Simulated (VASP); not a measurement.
Set up this calculation in VASP 6.6.1, as the native input.

```
Task                   : band structure
Functional             : PBE
Potentials or basis    : VASP PAW PBE potentials, release 54 (Zn, S)
Cutoff                 : 500 eV
k mesh                 : 8 × 8 × 5
Occupations            : fermi-dirac, width 0.05 eV
Spin                   : no spin polarisation
Further INCAR settings : ALGO = Normal; EDIFF = 1e-06; NBANDS = 26
```

ZnS (Wurtzite-2H):

```
CELL_PARAMETERS angstrom
3.81100 0.00000 0.00000
-1.90550 3.30042 0.00000
0.00000 0.00000 6.23400
ATOMIC_POSITIONS crystal
Zn 0.66667 0.33333 0.50000
Zn 0.33333 0.66667 0.00000
S 0.66667 0.33333 0.88500
S 0.33333 0.66667 0.38500
```

These files were run (other wordings do the same):

POSCAR

```
ZnS
1.0
    3.8110000000      0.0000000000      0.0000000000
   -1.9055000000      3.3004228138      0.0000000000
    0.0000000000      0.0000000000      6.2340000000
Zn S
2 2
Direct
    0.6666666667      0.3333333333      0.5000000000
    0.3333333333      0.6666666667      0.0000000000
    0.6666666667      0.3333333333      0.8850000000
    0.3333333333      0.6666666667      0.3850000000
```

INCAR.step1

```
SYSTEM = ZnS
ALGO = Normal
EDIFF = 1E-6
ENCUT = 500
GGA = PE
ISIF = 2
ISMEAR = -1
LASPH = .TRUE.
LCHARG = .TRUE.
LREAL = .FALSE.
LWAVE = .FALSE.
NBANDS = 26
NELM = 80
PREC = Accurate
SIGMA = 0.05
```

KPOINTS.step1

```
k-points
0
G
  8 8 5
  0 0 0
```

INCAR.step2

```
SYSTEM = ZnS
ALGO = Normal
EDIFF = 1E-6
ENCUT = 500
GGA = PE
ICHARG = 11
ISIF = 2
ISMEAR = 0
LASPH = .TRUE.
LCHARG = .FALSE.
LREAL = .FALSE.
LWAVE = .FALSE.
NBANDS = 26
NELM = 80
PREC = Accurate
SIGMA = 0.05
```

KPOINTS.step2

```
path GMKGALHA,LM,KH
20
line-mode
reciprocal
 0.0000000000  0.0000000000  0.0000000000  G
 0.5000000000  0.0000000000  0.0000000000  M

 0.5000000000  0.0000000000  0.0000000000  M
 0.3333333333  0.3333333333  0.0000000000  K

 0.3333333333  0.3333333333  0.0000000000  K
 0.0000000000  0.0000000000  0.0000000000  G

 0.0000000000  0.0000000000  0.0000000000  G
 0.0000000000  0.0000000000  0.5000000000  A

 0.0000000000  0.0000000000  0.5000000000  A
 0.5000000000  0.0000000000  0.5000000000  L

 0.5000000000  0.0000000000  0.5000000000  L
 0.3333333333  0.3333333333  0.5000000000  H

 0.3333333333  0.3333333333  0.5000000000  H
 0.0000000000  0.0000000000  0.5000000000  A

 0.5000000000  0.0000000000  0.5000000000  L
 0.5000000000  0.0000000000  0.0000000000  M

 0.3333333333  0.3333333333  0.0000000000  K
 0.3333333333  0.3333333333  0.5000000000  H
```

Potentials or basis: VASP PAW PBE potentials, release 54 (Zn, S).

Run with:

```bash
$ cat potpaw_PBE.54/Zn/POTCAR potpaw_PBE.54/S/POTCAR > POTCAR
$ cp INCAR.step1 INCAR
$ cp KPOINTS.step1 KPOINTS
$ mpirun -np 1 vasp_std > vasp.out
$ cp INCAR.step2 INCAR
$ cp KPOINTS.step2 KPOINTS
$ mpirun -np 1 vasp_std > vasp.out
```

Results of the run:

| Item | Value |
| --- | --- |
| Band gap on the k mesh | 2.25 eV, direct |
| Band gap along the path | 2.25 eV, direct |

Caveat: the log is that of the step along the path at fixed density, whose energy, stress, charges and moments have no meaning.

Wall time 120 s on 1 thread of Intel(R) Xeon(R) 6975P-C (Granite Rapids), on a shared host, peak memory 0.39 GiB.
